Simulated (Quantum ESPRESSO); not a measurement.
# Ge (P6_3/mmc) in Quantum ESPRESSO: a series of runs

Runs on Ge. Level: r2SCAN. Tasks: band structure, single point, equation of state.

All numbers are computed with Quantum ESPRESSO 7.5; they aren't measurements. Logs are shortened: lines on timing, memory, paths and dates and some standing lists are left out, and cuts for length are marked.

## 1. The structure

The structure is hexagonal, space group P6_3/mmc (No. 194). The conventional cell has a = 3.998 Å, b = 3.998 Å, c = 6.599 Å, α = 90.00°, β = 90.00°, γ = 120.00°. Ge (site symmetry 3m) has 4 Ge at 2.45 to 2.47 Å as nearest neighbours.

This isn't the form of Ge at room conditions, which is diamond.

## 2. Band structure, r2SCAN

pw.in

```
&CONTROL
  calculation = 'scf'
  prefix = 'pwscf'
  outdir = './tmp'
  pseudo_dir = './pseudo'
  tprnfor = .true.
  tstress = .true.
  disk_io = 'low'
/
&SYSTEM
  ibrav = 0
  celldm(1) = 8
  nat = 4
  ntyp = 1
  ecutwfc = 70
  nbnd = 38
  input_dft = 'r2scan'
  occupations = 'smearing'
  smearing = 'fd'
  degauss = 0.00367493
  nosym = .true.
/
&ELECTRONS
  conv_thr = 1d-08
  electron_maxstep = 120
  mixing_beta = 0.5
/
ATOMIC_SPECIES
Ge    72.6300 Ge_ONCV_PBE-1.2.upf
CELL_PARAMETERS alat
  0.9442928003925   0.0000000000000   0.0000000000000
 -0.4721464002081   0.8177815537664   0.0000000000000
  0.0000000000000   0.0000000000000   1.5588771147993
ATOMIC_POSITIONS crystal
Ge     0.3333333333    0.6666666667    0.9370987500
Ge     0.6666666667    0.3333333333    0.4370987500
Ge     0.3333333333    0.6666666667    0.5629012500
Ge     0.6666666667    0.3333333333    0.0629012500
K_POINTS automatic
6 6 3 0 0 0
```

bands.in

```
&CONTROL
  calculation = 'bands'
  prefix = 'pwscf'
  outdir = './tmp'
  pseudo_dir = './pseudo'
  disk_io = 'low'
  verbosity = 'high'
/
&SYSTEM
  ibrav = 0
  celldm(1) = 8
  nat = 4
  ntyp = 1
  ecutwfc = 70
  nbnd = 38
  input_dft = 'r2scan'
  occupations = 'smearing'
  smearing = 'fd'
  degauss = 0.00367493
  nosym = .true.
/
&ELECTRONS
  conv_thr = 1d-08
  electron_maxstep = 120
  mixing_beta = 0.5
  diago_full_acc = .true.
  startingwfc = 'random'
/
ATOMIC_SPECIES
Ge    72.6300 Ge_ONCV_PBE-1.2.upf
CELL_PARAMETERS alat
  0.9442928003925   0.0000000000000   0.0000000000000
 -0.4721464002081   0.8177815537664   0.0000000000000
  0.0000000000000   0.0000000000000   1.5588771147993
ATOMIC_POSITIONS crystal
Ge     0.3333333333    0.6666666667    0.9370987500
Ge     0.6666666667    0.3333333333    0.4370987500
Ge     0.3333333333    0.6666666667    0.5629012500
Ge     0.6666666667    0.3333333333    0.0629012500
K_POINTS crystal
60
 0.0000000000  0.0000000000  0.0000000000 1
 0.0625000000  0.0000000000  0.0000000000 1
 0.1250000000  0.0000000000  0.0000000000 1
 0.1875000000  0.0000000000  0.0000000000 1
 0.2500000000  0.0000000000  0.0000000000 1
 0.3125000000  0.0000000000  0.0000000000 1
 0.3750000000  0.0000000000  0.0000000000 1
 0.4375000000  0.0000000000  0.0000000000 1
 0.5000000000  0.0000000000  0.0000000000 1
 0.4583333333  0.0833333333  0.0000000000 1
 0.4166666667  0.1666666667  0.0000000000 1
 0.3750000000  0.2500000000  0.0000000000 1
 0.3333333333  0.3333333333  0.0000000000 1
 0.2962962963  0.2962962963  0.0000000000 1
 0.2592592593  0.2592592593  0.0000000000 1
 0.2222222222  0.2222222222  0.0000000000 1
 0.1851851852  0.1851851852  0.0000000000 1
 0.1481481481  0.1481481481  0.0000000000 1
 0.1111111111  0.1111111111  0.0000000000 1
 0.0740740741  0.0740740741  0.0000000000 1
 0.0370370370  0.0370370370  0.0000000000 1
 0.0000000000  0.0000000000  0.0000000000 1
 0.0000000000  0.0000000000  0.1250000000 1
 0.0000000000  0.0000000000  0.2500000000 1
 0.0000000000  0.0000000000  0.3750000000 1
 0.0000000000  0.0000000000  0.5000000000 1
 0.0625000000  0.0000000000  0.5000000000 1
 0.1250000000  0.0000000000  0.5000000000 1
 0.1875000000  0.0000000000  0.5000000000 1
 0.2500000000  0.0000000000  0.5000000000 1
 0.3125000000  0.0000000000  0.5000000000 1
 0.3750000000  0.0000000000  0.5000000000 1
 0.4375000000  0.0000000000  0.5000000000 1
 0.5000000000  0.0000000000  0.5000000000 1
 0.4666666667  0.0666666667  0.5000000000 1
 0.4333333333  0.1333333333  0.5000000000 1
 0.4000000000  0.2000000000  0.5000000000 1
 0.3666666667  0.2666666667  0.5000000000 1
 0.3333333333  0.3333333333  0.5000000000 1
 0.3030303030  0.3030303030  0.5000000000 1
 0.2727272727  0.2727272727  0.5000000000 1
 0.2424242424  0.2424242424  0.5000000000 1
 0.2121212121  0.2121212121  0.5000000000 1
 0.1818181818  0.1818181818  0.5000000000 1
 0.1515151515  0.1515151515  0.5000000000 1
 0.1212121212  0.1212121212  0.5000000000 1
 0.0909090909  0.0909090909  0.5000000000 1
 0.0606060606  0.0606060606  0.5000000000 1
 0.0303030303  0.0303030303  0.5000000000 1
 0.0000000000  0.0000000000  0.5000000000 1
 0.5000000000  0.0000000000  0.5000000000 1
 0.5000000000  0.0000000000  0.3750000000 1
 0.5000000000  0.0000000000  0.2500000000 1
 0.5000000000  0.0000000000  0.1250000000 1
 0.5000000000  0.0000000000  0.0000000000 1
 0.3333333333  0.3333333333  0.0000000000 1
 0.3333333333  0.3333333333  0.1250000000 1
 0.3333333333  0.3333333333  0.2500000000 1
 0.3333333333  0.3333333333  0.3750000000 1
 0.3333333333  0.3333333333  0.5000000000 1
```

Potentials or basis: SG15 PBE 1.2.

Launch:

```console
$ OMP_NUM_THREADS=1 mpirun -n 2 pw.x -nk 2 -in pw.in > pw.out
$ OMP_NUM_THREADS=1 mpirun -n 2 pw.x -nk 2 -in bands.in > bands.out
```

pw.out:

```text
This program is part of the open-source Quantum ESPRESSO suite
     for quantum simulation of materials; please cite
         "P. Giannozzi et al., J. Phys.:Condens. Matter 21 395502 (2009);
         "P. Giannozzi et al., J. Phys.:Condens. Matter 29 465901 (2017);
         "P. Giannozzi et al., J. Chem. Phys. 152 154105 (2020);
     in publications or presentations arising from this work. More details at

     IMPORTANT: XC functional enforced from input :
     Exchange-correlation= R2SCAN
                           (   0   0   0   0   0 497 498)
     Any further DFT definition will be discarded
     Please, verify this is what you really want

     K-points division:     npool     =       2
     Subspace diagonalization in iterative solution of the eigenvalue problem:
     a serial algorithm will be used

     G-vector sticks info
     --------------------
     sticks:   dense  smooth     PW     G-vecs:    dense   smooth      PW
     Sum        1099    1099    337                48697    48697    8113

     Using Slab Decomposition

     bravais-lattice index     =            0
     lattice parameter (alat)  =       8.0000  a.u.
     unit-cell volume          =     616.3478 (a.u.)^3
     number of atoms/cell      =            4
     number of atomic types    =            1
     number of electrons       =        56.00
     number of Kohn-Sham states=           38
     kinetic-energy cutoff     =      70.0000  Ry
     charge density cutoff     =     280.0000  Ry
     scf convergence threshold =      1.0E-08
     mixing beta               =       0.5000
     number of iterations used =            8  plain     mixing
     Exchange-correlation= R2SCAN
                           (   0   0   0   0   0 497 498)

     celldm(1)=   8.000000  celldm(2)=   0.000000  celldm(3)=   0.000000
     celldm(4)=   0.000000  celldm(5)=   0.000000  celldm(6)=   0.000000

     crystal axes: (cart. coord. in units of alat)
               a(1) = (   0.944293   0.000000   0.000000 )
               a(2) = (  -0.472146   0.817782   0.000000 )
               a(3) = (   0.000000   0.000000   1.558877 )

     reciprocal axes: (cart. coord. in units 2 pi/alat)
               b(1) = (  1.058994  0.611410 -0.000000 )
               b(2) = (  0.000000  1.222820  0.000000 )
               b(3) = (  0.000000 -0.000000  0.641487 )

     PseudoPot. # 1 for Ge read from file:
     Ge_ONCV_PBE-1.2.upf
     Pseudo is Norm-conserving, Zval = 14.0
     Generated using ONCVPSP code by D. R. Hamann
     Using radial grid of  602 points,  6 beta functions with:
                l(1) =   0
                l(2) =   0
                l(3) =   1
                l(4) =   1
                l(5) =   2
                l(6) =   2

     atomic species   valence    mass     pseudopotential
     Ge               14.00    72.63000     Ge( 1.00)

     No symmetry found

   Cartesian axes

     site n.     atom                  positions (alat units)
         1        Ge     tau(   1) = (  -0.0000000   0.5451877   1.4608218  )
         2        Ge     tau(   2) = (   0.4721464   0.2725939   0.6813832  )
         3        Ge     tau(   3) = (  -0.0000000   0.5451877   0.8774939  )
         4        Ge     tau(   4) = (   0.4721464   0.2725939   0.0980553  )

     number of k points=    56  Fermi-Dirac smearing, width (Ry)=  0.0037
                       cart. coord. in units 2pi/alat
        k(    1) = (   0.0000000   0.0000000   0.0000000), wk =   0.0185185
        k(    2) = (   0.0000000   0.0000000   0.2138291), wk =   0.0370370
        k(    3) = (   0.0000000   0.2038034   0.0000000), wk =   0.0370370
        k(    4) = (   0.0000000   0.2038034   0.2138291), wk =   0.0370370
        k(    5) = (   0.0000000   0.2038034  -0.2138291), wk =   0.0370370
        k(    6) = (   0.0000000   0.4076068   0.0000000), wk =   0.0370370
[... 48 lines left out ...]
        k(   55) = (  -0.5294968  -0.9171153   0.0000000), wk =   0.0185185
        k(   56) = (  -0.5294968  -0.9171153   0.2138291), wk =   0.0370370

     Dense  grid:    48697 G-vectors     FFT dimensions: (  45,  45,  72)

     WARNING: libxc functional with ID  497 depends
      on external parameters: check the user_guide of
      QE if you need to modify them or to check their
      default values.

     WARNING: libxc functional with ID  498 depends
      on external parameters: check the user_guide of
      QE if you need to modify them or to check their
      default values.

     Initial potential from superposition of free atoms

     starting charge      55.7847, renormalised to      56.0000
     Starting wfcs are random

     Self-consistent Calculation

     iteration #  1     ecut=    70.00 Ry     beta= 0.50
     Davidson diagonalization with overlap
     ethr =  1.00E-02,  avg # of iterations = 10.8

     total energy              =    -562.13365763 Ry
     estimated scf accuracy    <     188.71450637 Ry

     iteration #  2     ecut=    70.00 Ry     beta= 0.50
     Davidson diagonalization with overlap
     ethr =  1.00E-02,  avg # of iterations =  1.0

     total energy              =    -562.66756118 Ry
     estimated scf accuracy    <      57.50655690 Ry

     iteration #  3     ecut=    70.00 Ry     beta= 0.50
     Davidson diagonalization with overlap
     ethr =  1.00E-02,  avg # of iterations =  1.0
[... 50 lines left out ...]
     total energy              =    -562.71016000 Ry
     estimated scf accuracy    <       0.00000038 Ry

     iteration # 11     ecut=    70.00 Ry     beta= 0.50
     Davidson diagonalization with overlap
     ethr =  2.12E-10,  avg # of iterations =  1.0

     total energy              =    -562.71016000 Ry
     estimated scf accuracy    <       0.00000004 Ry

     iteration # 12     ecut=    70.00 Ry     beta= 0.50
     Davidson diagonalization with overlap
     ethr =  7.03E-11,  avg # of iterations =  1.0

     End of self-consistent calculation

          k = 0.0000 0.0000 0.0000 (  6063 PWs)   bands (ev):

   -14.0014 -14.0014 -13.9567 -13.9567 -13.9556 -13.9410 -13.9195 -13.9195
   -13.8579 -13.8579 -13.7096 -13.7096 -13.7052 -13.6864 -13.6823 -13.6823
   -13.6483 -13.6483 -13.6241 -13.6241  -2.7243  -0.6271   2.7026   9.0955
     9.0955  10.4253  10.4841  10.6367  10.7578  10.7578  13.1551  13.1551
    13.6261  15.5518  15.5518  17.2986  18.7698  18.7698

          k = 0.0000 0.0000 0.2138 (  6057 PWs)   bands (ev):

   -13.9927 -13.9927 -13.9719 -13.9719 -13.9508 -13.9434 -13.9020 -13.9020
   -13.8730 -13.8730 -13.7017 -13.6998 -13.6998 -13.6922 -13.6858 -13.6858
   -13.6437 -13.6437 -13.6309 -13.6309  -2.3820  -1.4390   4.2098   7.1520
     9.3978   9.3978  10.1752  10.1752  10.9899  11.8364  13.7851  13.7851
    14.8246  14.8882  14.8882  18.0758  18.2291  19.4393

          k = 0.0000 0.2038 0.0000 (  6079 PWs)   bands (ev):
[... 369 lines left out ...]
   -14.0235 -14.0180 -14.0033 -13.9948 -13.9085 -13.8798 -13.8563 -13.8279
   -13.8104 -13.7983 -13.7885 -13.7828 -13.7788 -13.7281 -13.7265 -13.7055
   -13.6210 -13.6152 -13.5977 -13.5933  -0.7719   1.2631   1.4533   3.8700
     5.9724   6.6270   7.9860   8.1604  13.0810  13.4425  13.8466  15.6038
    15.7348  16.7680  17.9482  18.9147  18.9649  20.4211

          k =-0.5295-0.1019 0.2138 (  6111 PWs)   bands (ev):

   -14.0167 -14.0029 -14.0026 -13.9910 -13.9253 -13.9003 -13.8623 -13.8458
   -13.8377 -13.8171 -13.7679 -13.7462 -13.7395 -13.7281 -13.7135 -13.7036
   -13.6282 -13.6157 -13.6135 -13.6001  -0.4653   0.3635   2.2001   3.1829
     6.5888   7.4130   7.5386   8.6268  11.9426  13.1383  14.1144  14.7846
    14.9400  17.1311  17.6619  18.5818  19.7243  21.5520

          k =-0.5295-0.1019-0.2138 (  6111 PWs)   bands (ev):

   -14.0167 -14.0029 -14.0026 -13.9910 -13.9253 -13.9003 -13.8623 -13.8458
   -13.8377 -13.8172 -13.7679 -13.7462 -13.7395 -13.7281 -13.7135 -13.7036
   -13.6282 -13.6157 -13.6135 -13.6001  -0.4653   0.3635   2.2001   3.1829
     6.5888   7.4130   7.5386   8.6268  11.9426  13.1383  14.1144  14.7846
    14.9400  17.1311  17.6619  18.5818  19.7243  21.5518

          k =-0.5295 0.1019 0.0000 (  6109 PWs)   bands (ev):

   -14.0235 -14.0180 -14.0033 -13.9948 -13.9085 -13.8798 -13.8563 -13.8279
   -13.8104 -13.7983 -13.7885 -13.7828 -13.7788 -13.7281 -13.7265 -13.7055
   -13.6210 -13.6152 -13.5977 -13.5933  -0.7719   1.2631   1.4533   3.8700
     5.9724   6.6270   7.9860   8.1604  13.0810  13.4425  13.8466  15.6038
    15.7348  16.7680  17.9482  18.9147  18.9649  20.4211

          k =-0.5295 0.1019 0.2138 (  6111 PWs)   bands (ev):

   -14.0167 -14.0029 -14.0026 -13.9910 -13.9253 -13.9003 -13.8623 -13.8458
   -13.8377 -13.8172 -13.7679 -13.7462 -13.7395 -13.7281 -13.7135 -13.7036
   -13.6282 -13.6157 -13.6135 -13.6001  -0.4653   0.3635   2.2001   3.1829
     6.5888   7.4130   7.5386   8.6268  11.9426  13.1383  14.1144  14.7846
    14.9400  17.1311  17.6619  18.5818  19.7243  21.5517

          k =-0.5295 0.1019-0.2138 (  6111 PWs)   bands (ev):

   -14.0167 -14.0029 -14.0026 -13.9910 -13.9253 -13.9003 -13.8623 -13.8458
   -13.8377 -13.8171 -13.7679 -13.7462 -13.7395 -13.7281 -13.7135 -13.7036
   -13.6282 -13.6157 -13.6135 -13.6001  -0.4653   0.3635   2.2001   3.1829
     6.5888   7.4130   7.5386   8.6268  11.9426  13.1383  14.1144  14.7846
    14.9400  17.1311  17.6619  18.5818  19.7243  21.5517

          k =-0.5295-0.9171 0.0000 (  6096 PWs)   bands (ev):

   -14.0161 -14.0120 -14.0067 -13.9808 -13.9275 -13.9043 -13.8649 -13.8324
   -13.8078 -13.7945 -13.7923 -13.7814 -13.7759 -13.7090 -13.7028 -13.6956
   -13.6366 -13.6132 -13.6047 -13.5993  -0.6850   1.0413   1.5533   3.5400
     5.9469   7.4523   7.8019   9.1233  11.4373  12.4248  14.6060  14.7415
    15.2893  16.4789  18.8638  19.5196  20.5307  21.4752

          k =-0.5295-0.9171 0.2138 (  6094 PWs)   bands (ev):

   -14.0052 -14.0020 -13.9935 -13.9899 -13.9354 -13.9116 -13.8788 -13.8600
   -13.8501 -13.8166 -13.7447 -13.7345 -13.7319 -13.7195 -13.7018 -13.7012
   -13.6276 -13.6257 -13.6163 -13.6119  -0.3855   0.3988   1.9938   2.8861
     7.0436   7.7698   8.4480   8.5693  11.1161  11.6084  13.5696  13.7796
    15.9666  17.1838  18.6138  20.2700  21.5834  21.6562

     the Fermi energy is    10.6770 ev

!    total energy              =    -562.71016001 Ry
     estimated scf accuracy    <          1.6E-10 Ry
     smearing contrib. (-TS)   =      -0.00011584 Ry
     internal energy E=F+TS    =    -562.71004416 Ry

     The total energy is F=E-TS. E is the sum of the following terms:
     one-electron contribution =    -262.76157864 Ry
     hartree contribution      =     159.66303424 Ry
     xc contribution           =     -66.26692556 Ry
     ewald contribution        =    -393.34457420 Ry

     convergence has been achieved in  12 iterations

     Forces acting on atoms (cartesian axes, Ry/au):

     atom    1 type  1   force =    -0.00000027    0.00000047   -0.00014125
     atom    2 type  1   force =    -0.00000013   -0.00000005   -0.00014318
     atom    3 type  1   force =     0.00000004   -0.00000007    0.00014050
     atom    4 type  1   force =     0.00000037   -0.00000035    0.00014393

     Total force =     0.000284     Total SCF correction =     0.000012

     Computing stress (Cartesian axis) and pressure

          total   stress  (Ry/bohr**3)                   (kbar)     P=      -16.68
  -0.00011401  -0.00000000  -0.00000000          -16.77       -0.00       -0.00
  -0.00000000  -0.00011401   0.00000000           -0.00      -16.77        0.00
  -0.00000000   0.00000000  -0.00011220           -0.00        0.00      -16.51

=------------------------------------------------------------------------------=
   JOB DONE.
=------------------------------------------------------------------------------=
```

Wall time 14 min (2 MPI ranks of Arm Neoverse V2, shared host); peak memory 0.44 GiB.

What came out:

* Free energy: -7656.0618 eV
* Pressure: -1.7 GPa
* Largest force: 0.004 eV/Å
* Band gap on the k mesh: 0.12 eV, direct
* Band gap along the path: 0.03 eV, indirect (least direct gap 0.04 eV)

Forces in eV/Å, atoms in the order of the input:
```
Ge   0.000  0.000 -0.004
Ge   0.000  0.000 -0.004
Ge   0.000  0.000  0.004
Ge   0.000  0.000  0.004
```

Levels at the corners of the path, in eV from the valence-band top:
| point | band 24 | band 25 | band 26 | band 27 | band 28 | band 29 | band 30 | band 31 | band 32 | band 33 |
| --- | --- | --- | --- | --- | --- | --- | --- | --- | --- | --- |
| Γ | -1.56 | -1.56 | -0.24 | -0.18 | -0.02 | 0.10 | 0.10 | 2.49 | 2.49 | 2.97 |
| M | -7.12 | -4.71 | -3.21 | -2.86 | -1.54 | 0.78 | 1.76 | 3.95 | 4.08 | 4.63 |
| K | -8.02 | -5.11 | -3.56 | -3.56 | -3.30 | 1.84 | 4.72 | 4.72 | 5.35 | 5.35 |
| Γ | -1.56 | -1.56 | -0.24 | -0.18 | -0.02 | 0.10 | 0.10 | 2.49 | 2.49 | 2.97 |
| A | -5.07 | -0.91 | -0.91 | -0.91 | -0.91 | 0.74 | 0.74 | 3.67 | 3.67 | 3.67 |
| L | -8.26 | -2.67 | -2.67 | -2.53 | -2.53 | 0.67 | 0.67 | 2.49 | 2.49 | 6.55 |
| H | -8.58 | -4.39 | -4.39 | -2.14 | -2.14 | 1.45 | 1.45 | 4.57 | 4.57 | 6.18 |
| A | -5.07 | -0.91 | -0.91 | -0.91 | -0.91 | 0.74 | 0.74 | 3.67 | 3.67 | 3.67 |
| L | -8.26 | -2.67 | -2.67 | -2.53 | -2.53 | 0.67 | 0.67 | 2.49 | 2.49 | 6.55 |
| M | -7.12 | -4.71 | -3.21 | -2.86 | -1.54 | 0.78 | 1.76 | 3.95 | 4.08 | 4.63 |
| K | -8.02 | -5.11 | -3.56 | -3.56 | -3.30 | 1.84 | 4.72 | 4.72 | 5.35 | 5.35 |
| H | -8.58 | -4.39 | -4.39 | -2.14 | -2.14 | 1.45 | 1.45 | 4.57 | 4.57 | 6.18 |

Caveat: the potentials were made for another functional, which shifts forces and pressure; the mesh misses the band edges, which the band path finds closer together. r2SCAN opens gaps a little over a GGA but as a rule still falls short of measured ones.

(Continued in part 2 of 2.)
